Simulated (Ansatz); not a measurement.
The system is Pd.

```xyz
1
Lattice="0.0000 1.9465 1.9465 1.9465 0.0000 1.9465 1.9465 1.9465 0.0000" Properties=species:S:1:pos:R:3 pbc="T T T"
Pd    0.0000    0.0000    0.0000
```

Base run:

* Program: Ansatz 0.2.0
* Functional: LDA
* Potentials or basis: Ansatz PAW
* Cutoff: 420 eV (not typed: the program's choice for these potentials)
* k mesh: 12 × 12 × 12
* Occupations: gaussian, width 0.1 eV
* Spin: no spin polarisation

Its results: band gap on the k mesh none (metal or under the smearing width); pressure -8.7 GPa.

Task: The run is repeated on the same cell with these changes: functional from LDA to RPBE. What comes out?

Result: Band gap on the k mesh none (metal or under the smearing width); pressure 11.6 GPa.

RPBE binds less tightly than LDA, so the same cell stands under more pressure.

Caveats: the PAW data sets come from PBE, with cores solved anew for the run's functional, which leaves a small shift of forces and pressure.
